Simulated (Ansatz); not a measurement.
# ZnSe (Stilleite) (F-43m) in Ansatz: further runs

The runs below take ZnSe (Stilleite) through single point, with PBE.

Everything below comes from runs of Ansatz 0.2.0. Logs are shortened: lines on timing, memory, paths and dates and some standing lists are left out, and cuts for length are marked.

**The experiment to reproduce.**

From “Alloy Disordering Effects on the Thermal Conductivity and Energy Gap Temperature Dependence of Cd1−xZnxSe Ternary Crystals Grown by the Bridgman Method”, 2023, pmc:10253836, for a bulk crystal of ZnSe at 300 K: band gap 2.695 ± 0.003 eV (an exciton energy, a little under the gap).

The results are compared with them further down.

**1. The crystal as given**

Symmetry: F-43m, No. 216, cubic system. Conventional cell: a = 5.668 Å, b = 5.668 Å, c = 5.668 Å, α = 90.00°, β = 90.00°, γ = 90.00°. Se (site symmetry -43m) is surrounded by 4 Zn at 2.45 Å. Around Zn (site symmetry -43m) lie 4 Se at 2.45 Å.

**2. Single point, PBE**

input.yaml

```yaml
crystal:
  lattice:
    - [0.0, 2.8338, 2.8338]
    - [2.8338, 0.0, 2.8338]
    - [2.8338, 2.8338, 0.0]
  atoms:
    - { symbol: Se, position: [0.75, 0.75, 0.75] }
    - { symbol: Zn, position: [0.0, 0.0, 0.0] }
kpoints:
  mp_grid: { grid: [5, 5, 5] }
scf:
  occupations: { method: fermi_dirac, width: 0.02 }
hamiltonian:
  xc: pbe
  pseudopotentials: { kind: all_electron, lapw: { basis_error: 0.004 } }
output:
  forces: true
  stress: true
  eigenvalues: true
```

Potentials or basis: all-electron LAPW, scalar-relativistic.

Command:

```
ansatz run input.yaml --threads 1 --pin off --max-ram 3072MiB --backend cpu --events-out ev --progress --plain --runs-dir out
```

Output:

```text
Warning: RAYON_NUM_THREADS=1 ignored (pool sized by the plan → 1); use --threads N
LAPW: plane waves up to 8.295 Å⁻¹, error target 4.0e-3 eV per atom; small_component_spin mean_spin; Zn in spheres of 1.252 Å, 20 of its electrons in bands, Dirac shells []; Se in spheres of 1.202 Å, 24 of its electrons in bands, Dirac shells [] (how accurate: hamiltonian.pseudopotentials.lapw.basis_error, Limitations)
Engine: ansatz 0.2.0, aarch64-unknown-linux-gnu
Pseudopotentials: kind: all_electron
Pseudopotential: Se, LAPW, valence charge 24, lapw/all_electron/scalar/gaussian/Se, Koelling and Harmon's equation, gaussian nucleus
Pseudopotential: Zn, LAPW, valence charge 20, lapw/all_electron/scalar/gaussian/Zn, Koelling and Harmon's equation, gaussian nucleus
Functional definition: PBE
  parameter kappa = 0.804
  parameter beta = 0.06672455060314922
  exchange = pbe_x(kappa = kappa, mu = beta*pi^2/3)
  correlation = pbe_c(beta = beta)
Crystal: 2 atoms, lattice volume = 45.513 Å³
Basis set: ecut = 262.1750576859692 eV, 411 PW (Γ), exchange–correlation at level 2
Bands: 27, of which v1, the nominal top of the filled ones, is band 22 counted from 1 (21 counted from 0)
Symmetry: 24 space group operations
Space group: F-43m (ITA 216), of the structure as read, at distance tolerance 3.6e-5 Å
k-points: 10 of 125 (time reversal used)
Non-local potential: Se, projectors of the file, none
Non-local potential: Zn, projectors of the file, none
Initial density: superposition of atomic densities (chi_scale 0.1, normalization cell, long waves kept (reshape's long-wave potential 0.00 eV rms))
Initial wavefunctions: plane waves of lowest kinetic energy (no species holds an atomic orbital)
Functional: x = pbe(κ = 0.804, μ = 0.2195149727645171), c = pbe(β = 0.06672455060314922)
iter 1 solved again at ethr=1.65e-3 eV; its pass at ethr=1.00e-1 eV (dr2=7.26e-1 eV) is discarded
SCF iter   1: F=—  HF=-115000.377677 eV  |F-HF|=—  |Δ(HF+E_count)|=         —  Δρ=3.08e-2  dr2=7.27e-1  ethr=1.65e-3  ⟨swp⟩=2.0  Hψ=1700  notcnv=0
preconditioner: auto → none  [insulator: Δε(μ)=1.545 eV  Ē_g=12.189 eV  σ=0.020 eV  W_gap=1.00  n_scr=14 (ndim 8)  ℏωp=23.4 eV  f_vac=0.191  D(μ)=0.00/eV (n_scr^D=0)  ε∞_Penn≈4.7]
iter 2 solved again at ethr=7.29e-5 eV; its pass at ethr=1.65e-3 eV (dr2=3.21e-2 eV) is discarded
SCF iter   2: F=—  HF=-115000.157367 eV  |F-HF|=—  |Δ(HF+E_count)|=   2.20e-1  Δρ=9.51e-3  dr2=3.21e-2  ethr=7.29e-5  ⟨swp⟩=2.0  Hψ=1419  notcnv=0
SCF iter   3: F=—  HF=-115000.089523 eV  |F-HF|=—  |Δ(HF+E_count)|=   6.78e-2  Δρ=6.32e-3  dr2=1.53e-2  ethr=7.29e-5  ⟨swp⟩=3.0  Hψ=876  notcnv=0
SCF iter   4: F=—  HF=-115000.082563 eV  |F-HF|=—  |Δ(HF+E_count)|=   6.96e-3  Δρ=2.97e-3  dr2=3.56e-3  ethr=3.49e-5  ⟨swp⟩=2.0  Hψ=814  notcnv=0
SCF iter   5: F=—  HF=-115000.082798 eV  |F-HF|=—  |Δ(HF+E_count)|=   2.35e-4  Δρ=6.11e-4  dr2=1.16e-4  ethr=8.08e-6  ⟨swp⟩=2.0  Hψ=789  notcnv=0
SCF iter   6: F=—  HF=-115000.082816 eV  |F-HF|=—  |Δ(HF+E_count)|=   1.86e-5  Δρ=9.15e-5  dr2=2.90e-6  ethr=2.63e-7  ⟨swp⟩=2.2  Hψ=766  notcnv=0
SCF iter   7: F=-115000.082823 eV  HF=-115000.082823 eV  |F-HF|=5.11e-8  |Δ(HF+E_count)|=   6.63e-6  Δρ=1.19e-5  dr2=6.14e-8  ethr=6.59e-9  ⟨swp⟩=3.0  Hψ=813  notcnv=0
SCF 1 converged in 7 iterations: F = -115000.082823 eV  dr2 = 6.14e-8
SCF converged after 7 iterations
Free energy (F): -115000.082823 eV
Harris-Foulkes:  -115000.082823 eV  (|F-HF|=5.11e-8)
Internal energy: -115000.082823 eV  (E = F + TS)
E sigma→0 (E₀):  -115000.082823 eV
Fermi energy:    8.707036 eV
--- Per-component energies (eV) ---
  E_band       = -2237.689989
  E_kinetic    = 117468.039255
  E_xc         = -4346.765776
  E_electrostatic = -228121.356301  (all electrons and nuclei)
  E_smearing   = -0.000000  (= −TS)
  E_closure    = 0.000000  (closes the sum)
  E_atoms      = -114994.086913  (free atoms, spherical and without spin; not in F)
  Σ components = -115000.082823   (vs F -115000.082823, Δ=0.00e0)
  Basis errors (estimates in eV, not in F): energy 1.6e-3 per atom: plane waves 1.5e-3 (9.4e-4 summed), levels above the bands 2.7e-212, relativity 2.9e-7, radial functions 9.6e-5, core shells 5.1e-10; eigenvalues (radial functions only) 3.4e-6; not estimated: angular momenta, meshes, grids; target (lapw.basis_error) 4.0e-3; muffin-tin radii Zn 1.252 Å, Se 1.202 Å
--- Forces (eV/Å), atoms counted from 1 ---
  atom   1  Se    -0.00000000     0.00000000     0.00000000
  atom   2  Zn     0.00000000    -0.00000000    -0.00000000
  max |Σ_I F_I| component: 4.63e-17 eV/Å
--- Stress (GPa, compression-positive) ---
        2.224127       0.000000      -0.000000
        0.000000       2.224127       0.000000
       -0.000000       0.000000       2.224127
  P = ⅓ Tr σ = 2.2241 GPa (22.241 kbar)
--- Band table (eV; the first three rows and the last of 10) ---
  k-point 0: bands = ["-199.1057", "-138.5725", "-138.5725", "-138.5725", "-117.1580", "-71.3265", "-71.3265", "-71.3265", "-38.7900", "-38.7900", "-38.7900", "-38.7858", "-38.7858", "-5.2056", "1.5044", "1.5044", "1.5044", "1.8737", "1.8737", "8.0530", "8.0530", "8.0530", "9.3391", "13.8575", "13.8575", "13.8575", "17.9795"]
  k-point 1: bands = ["-199.1057", "-138.5725", "-138.5725", "-138.5725", "-117.1580", "-71.3265", "-71.3265", "-71.3265", "-38.7900", "-38.7900", "-38.7900", "-38.7858", "-38.7858", "-4.9611", "1.5340", "1.5405", "1.5405", "1.8722", "1.8722", "5.6813", "7.7120", "7.7120", "10.7323", "14.1370", "14.3704", "14.3704", "18.4403"]
  k-point 2: bands = ["-199.1057", "-138.5725", "-138.5725", "-138.5725", "-117.1580", "-71.3265", "-71.3265", "-71.3265", "-38.7900", "-38.7899", "-38.7899", "-38.7858", "-38.7858", "-4.5040", "1.5863", "1.5863", "1.8242", "1.8869", "1.8869", "3.3377", "7.2554", "7.2554", "10.6499", "14.4848", "14.4848", "16.2876", "18.5738"]
  k-point 9: bands = ["-199.1057", "-138.5725", "-138.5725", "-138.5725", "-117.1580", "-71.3265", "-71.3265", "-71.3265", "-38.7900", "-38.7899", "-38.7898", "-38.7858", "-38.7857", "-4.2182", "1.6158", "1.6771", "1.8027", "1.8822", "2.0698", "3.4944", "5.2425", "6.0164", "13.0928", "13.2874", "14.6493", "17.4655", "18.3982"]
```

Wall time 4.9 s (1 thread of Arm Neoverse V1, shared host); peak memory 0.23 GiB.

What came out:

| Item | Value |
| --- | --- |
| Free energy | -115000.0828 eV |
| Pressure | 2.2 GPa |
| Band gap on the k mesh | 1.29 eV, direct |

**3. Single point, PBE**

input.yaml

```yaml
crystal:
  lattice:
    - [0.0, 2.8338, 2.8338]
    - [2.8338, 0.0, 2.8338]
    - [2.8338, 2.8338, 0.0]
  atoms:
    - { symbol: Se, position: [0.75, 0.75, 0.75] }
    - { symbol: Zn, position: [0.0, 0.0, 0.0] }
kpoints:
  mp_grid: { grid: [8, 8, 8] }
scf:
  occupations: { method: gaussian, width: 0.028 }
hamiltonian:
  xc: pbe
  pseudopotentials: { kind: all_electron, lapw: { basis_error: 0.001 } }
output:
  forces: true
  stress: true
  eigenvalues: true
```

Potentials or basis: all-electron LAPW, scalar-relativistic.

Command:

```
ansatz run input.yaml --threads 1 --pin off --max-ram 3072MiB --backend cpu --events-out ev --progress --plain --runs-dir out
```

Output:

```text
Warning: RAYON_NUM_THREADS=1 ignored (pool sized by the plan → 1); use --threads N
LAPW: plane waves up to 9.032 Å⁻¹, error target 1.0e-3 eV per atom; small_component_spin mean_spin; Zn in spheres of 1.247 Å, 20 of its electrons in bands, Dirac shells []; Se in spheres of 1.207 Å, 24 of its electrons in bands, Dirac shells [] (how accurate: hamiltonian.pseudopotentials.lapw.basis_error, Limitations)
Engine: ansatz 0.2.0, aarch64-unknown-linux-gnu
Pseudopotentials: kind: all_electron
Pseudopotential: Se, LAPW, valence charge 24, lapw/all_electron/scalar/gaussian/Se, Koelling and Harmon's equation, gaussian nucleus
Pseudopotential: Zn, LAPW, valence charge 20, lapw/all_electron/scalar/gaussian/Zn, Koelling and Harmon's equation, gaussian nucleus
Functional definition: PBE
  parameter kappa = 0.804
  parameter beta = 0.06672455060314922
  exchange = pbe_x(kappa = kappa, mu = beta*pi^2/3)
  correlation = pbe_c(beta = beta)
Crystal: 2 atoms, lattice volume = 45.513 Å³
Basis set: ecut = 310.7773714624103 eV, 537 PW (Γ), exchange–correlation at level 2
Bands: 27, of which v1, the nominal top of the filled ones, is band 22 counted from 1 (21 counted from 0)
Symmetry: 24 space group operations
[... 21 lines left out ...]
Harris-Foulkes:  -115000.103031 eV  (|F-HF|=5.26e-8)
Internal energy: -115000.103031 eV  (E = F + TS)
E sigma→0 (E₀):  -115000.103031 eV
Fermi energy:    8.688374 eV
--- Per-component energies (eV) ---
  E_band       = -2238.179030
  E_kinetic    = 117467.982517
  E_xc         = -4346.730511
  E_electrostatic = -228121.355037  (all electrons and nuclei)
  E_smearing   = -0.000000  (= −TS)
  E_closure    = 0.000000  (closes the sum)
  E_atoms      = -114994.086913  (free atoms, spherical and without spin; not in F)
  Σ components = -115000.103031   (vs F -115000.103031, Δ=0.00e0)
  Basis errors (estimates in eV, not in F): energy 4.4e-4 per atom: plane waves 4.0e-4 (2.4e-4 summed), levels above the bands 0.0e0, relativity 4.1e-8, radial functions 3.8e-5, core shells 4.4e-10; eigenvalues (radial functions only) 1.6e-6; not estimated: angular momenta, meshes, grids; target (lapw.basis_error) 1.0e-3; muffin-tin radii Zn 1.247 Å, Se 1.207 Å
--- Forces (eV/Å), atoms counted from 1 ---
  atom   1  Se    -0.00000000     0.00000000    -0.00000000
  atom   2  Zn     0.00000000    -0.00000000    -0.00000000
  max |Σ_I F_I| component: 3.24e-17 eV/Å
--- Stress (GPa, compression-positive) ---
        2.124110      -0.000000      -0.000000
       -0.000000       2.124110       0.000000
       -0.000000       0.000000       2.124110
  P = ⅓ Tr σ = 2.1241 GPa (21.241 kbar)
--- Band table (eV; the first three rows and the last of 29) ---
  k-point 0: bands = ["-199.1286", "-138.5953", "-138.5953", "-138.5953", "-117.1573", "-71.3257", "-71.3257", "-71.3257", "-38.8128", "-38.8128", "-38.8128", "-38.8086", "-38.8086", "-5.2173", "1.5043", "1.5043", "1.5043", "1.8747", "1.8747", "8.0429", "8.0429", "8.0429", "9.3332", "13.8549", "13.8549", "13.8549", "17.9737"]
  k-point 1: bands = ["-199.1286", "-138.5953", "-138.5953", "-138.5953", "-117.1573", "-71.3257", "-71.3257", "-71.3257", "-38.8128", "-38.8128", "-38.8128", "-38.8086", "-38.8086", "-5.1167", "1.5113", "1.5202", "1.5202", "1.8733", "1.8733", "6.7274", "7.8912", "7.8912", "10.3185", "13.7945", "14.1085", "14.1085", "18.7370"]
  k-point 2: bands = ["-199.1286", "-138.5953", "-138.5953", "-138.5953", "-117.1573", "-71.3257", "-71.3257", "-71.3257", "-38.8128", "-38.8127", "-38.8127", "-38.8086", "-38.8086", "-4.8555", "1.5550", "1.5550", "1.5667", "1.8748", "1.8748", "5.0004", "7.5669", "7.5669", "10.7932", "14.4866", "14.4866", "14.6095", "18.4975"]
  k-point 28: bands = ["-199.1286", "-138.5953", "-138.5953", "-138.5953", "-117.1573", "-71.3257", "-71.3257", "-71.3257", "-38.8128", "-38.8127", "-38.8125", "-38.8086", "-38.8085", "-4.1561", "1.6216", "1.7118", "1.8419", "1.8451", "2.1749", "3.3625", "5.2841", "5.3839", "13.5255", "13.5984", "15.0147", "15.7564", "19.7574"]
```

Run time: 15 s. Hardware: 1 thread of Arm Neoverse V1, shared host; peak memory 0.29 GiB.

Results:

```
Free energy            : -115000.1030 eV
Pressure               : 2.1 GPa
Band gap on the k mesh : 1.29 eV, direct
```

Levels at points of the mesh, in eV from the valence-band top:
```tsv
k point	band 20	band 21	band 22	band 23	band 24	band 25
(0.00, 0.00, 0.00)	0.00	0.00	0.00	1.29	5.81	5.81
(0.00, 0.00, -0.50)	-5.22	-0.87	-0.87	2.55	6.39	6.39
(0.00, -0.50, -0.50)	-4.75	-2.18	-2.18	2.99	3.47	10.73
```

**4. Single point, PBE**

input.yaml, as its differences from that of step 3:

```diff
@@ -11,3 +11,3 @@
 scf:
-  occupations: { method: gaussian, width: 0.028 }
+  occupations: { method: gaussian, width: 0.02 }
 hamiltonian:
```

Command:

```
ansatz run input.yaml --threads 1 --pin off --max-ram 3072MiB --backend cpu --events-out ev --progress --plain --runs-dir out
```

Run time: 15 s. Hardware: 1 thread of Arm Neoverse V1, shared host; peak memory 0.29 GiB.

The run converged. Its results:

```
Free energy            : -115000.1030 eV
Pressure               : 2.1 GPa
Band gap on the k mesh : 1.29 eV, direct
```

Levels at points of the mesh, in eV from the valence-band top:
| k point | band 20 | band 21 | band 22 | band 23 | band 24 | band 25 |
| --- | --- | --- | --- | --- | --- | --- |
| (0.00, 0.00, 0.00) | 0.00 | 0.00 | 0.00 | 1.29 | 5.81 | 5.81 |
| (0.00, 0.00, -0.50) | -5.22 | -0.87 | -0.87 | 2.55 | 6.39 | 6.39 |
| (0.00, -0.50, -0.50) | -4.75 | -2.18 | -2.18 | 2.99 | 3.47 | 10.73 |

**5. Overview**

```tsv
k mesh	cutoff (eV)	smearing	basis error allowed	gap on the mesh (eV)	pressure (GPa)
5 × 5 × 5	262	fermi-dirac 0.02 eV	0.004 eV/atom	1.29	2.2
8 × 8 × 8	311	gaussian 0.028 eV	0.001 eV/atom	1.29	2.1
8 × 8 × 8	311	gaussian 0.02 eV	0.001 eV/atom	1.29	2.1
```

Alike in all rows: task single point; level PBE; potentials or basis all-electron LAPW, scalar-relativistic; no spin polarisation; cell as given.

On the cell as given the gap runs from 1.29 eV (PBE) to 1.29 eV (PBE); the meshes differ, which moves gaps too.

Compare energies only between runs with the same functional and basis.

**6. Comparison with measurements**

Step 2. Against the measured gap of ZnSe, 2.695 eV (an exciton energy, a little under the gap; 300 K; “Alloy Disordering Effects on the Thermal Conductivity and Energy Gap Temperature Dependence of Cd1−xZnxSe Ternary Crystals Grown by the Bridgman Method”, 2023, pmc:10253836), the calculated 1.29 eV is off by -1.41 eV. So large a miss can be the level of theory's own, or it may mean another phase, state or a wrong row. Spin-orbit coupling on Se is left out. The value is that of PBE, without temperature or zero-point motion. Semilocal functionals fall short of measured gaps as a rule.

Step 3. Measured gap of ZnSe: 2.695 eV (an exciton energy, a little under the gap; 300 K; “Alloy Disordering Effects on the Thermal Conductivity and Energy Gap Temperature Dependence of Cd1−xZnxSe Ternary Crystals Grown by the Bridgman Method”, 2023, pmc:10253836). This calculation gives 1.29 eV (-1.40 eV). So large a miss can be the level of theory's own, or it may mean another phase, state or a wrong row. Spin-orbit coupling on Se is left out. The value is that of PBE, without temperature or zero-point motion. Semilocal functionals fall short of measured gaps as a rule.

Step 4. Against the measured gap of ZnSe, 2.695 eV (an exciton energy, a little under the gap; 300 K; “Alloy Disordering Effects on the Thermal Conductivity and Energy Gap Temperature Dependence of Cd1−xZnxSe Ternary Crystals Grown by the Bridgman Method”, 2023, pmc:10253836), the calculated 1.29 eV is off by -1.40 eV. So large a miss can be the level of theory's own, or it may mean another phase, state or a wrong row. Spin-orbit coupling on Se is left out. The value is that of PBE, without temperature or zero-point motion. Semilocal functionals fall short of measured gaps as a rule.
